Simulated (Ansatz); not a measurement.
TePb: band structure with r2SCAN0

The system is TePb.

```
Pb Te
1.0
     0.00000    3.23100    3.23100
     3.23100    0.00000    3.23100
     3.23100    3.23100    0.00000
Pb Te
1 1
Direct
  0.00000 0.00000 0.00000
  0.50000 0.50000 0.50000
```

```yaml
Program: Ansatz 0.2.0
Task: band structure
Functional: r2SCAN0
Potentials_or_basis: Ansatz PAW
Cutoff: "500 eV (not typed: the program's choice for these potentials)"
k_mesh: 4 × 4 × 4
Occupations: fermi-dirac, width 0.05 eV
Spin: no spin polarisation
Path: "[[\"G\", \"X\", \"W\", \"K\", \"G\", \"L\", \"U\", \"W\", \"L\", \"K\"], [\"U\", \"X\"]]"
Points_for_each_segment_of_the_path: 4
```

| Item | Value |
| --- | --- |
| Pressure | 1.0 GPa |
| Band gap on the k mesh | 1.91 eV, direct |
| Band gap along the path | 1.91 eV, direct |

Levels at the corners of the path, in eV from the valence-band top:
```tsv
point	band 12	band 13	band 14	band 15	band 16	band 17	band 18	band 19
Γ	-6.04	-1.74	-1.74	-1.74	5.59	5.59	5.59	7.30
X	-8.15	-5.32	-3.38	-3.38	4.53	7.17	7.17	8.58
W	-9.01	-4.51	-4.51	-0.52	2.85	6.77	6.77	8.58
K	-8.99	-4.85	-2.82	-2.47	4.99	5.19	6.63	7.65
Γ	-6.04	-1.74	-1.74	-1.74	5.59	5.59	5.59	7.30
L	-9.76	-1.21	-1.21	0.00	1.91	2.32	2.32	10.16
U	-8.99	-4.85	-2.82	-2.47	4.99	5.19	6.63	7.65
W	-9.01	-4.51	-4.51	-0.52	2.85	6.77	6.77	8.58
L	-9.76	-1.21	-1.21	0.00	1.91	2.32	2.32	10.16
K	-8.99	-4.85	-2.82	-2.47	4.99	5.19	6.63	7.65
U	-8.99	-4.85	-2.82	-2.47	4.99	5.19	6.63	7.65
X	-8.15	-5.32	-3.38	-3.38	4.53	7.17	7.17	8.58
```

Wall time 3.7 min on 2 threads of Arm Neoverse V1, with other jobs on the host, peak memory 1.2 GiB.

Caveat: the k mesh is coarse (spacing up to 0.42 Å⁻¹), so the values aren't converged, least of all with exact exchange; spin-orbit coupling is left out, which as a rule narrows the gap of such compounds by several tenths of an eV; the PAW data sets come from PBE, with cores solved anew for the run's functional, which leaves a small shift of forces and pressure; the thresholds are loose for stress.
